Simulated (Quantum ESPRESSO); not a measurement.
Hf in Quantum ESPRESSO: the effect of functional

The system is Hf.

```
Hf
1.0
    -1.80500    1.80500    1.80500
     1.80500   -1.80500    1.80500
     1.80500    1.80500   -1.80500
Hf
1
Direct
  0.00000 0.00000 0.00000
```

This isn't the form of Hf at room conditions, which is hcp.

Alike in all runs:

```yaml
Program: Quantum ESPRESSO 7.5
Task: band structure
Potentials_or_basis: SG15 PBE 1.2
Cutoff: 884 eV
Density_cutoff: 3537 eV
k_mesh: 8 × 8 × 8
Occupations: fermi-dirac, width 0.05 eV
Spin: no spin polarisation
```

```csv
functional,pressure (GPa)
r2SCAN,-12.0
SCAN,-14.1
rSCAN,-12.4
TASK,?
```

Task: What does the run with functional TASK give?

Result: Pressure -4.5 GPa.

Caveats: the potentials were made for another functional, which shifts forces and pressure.
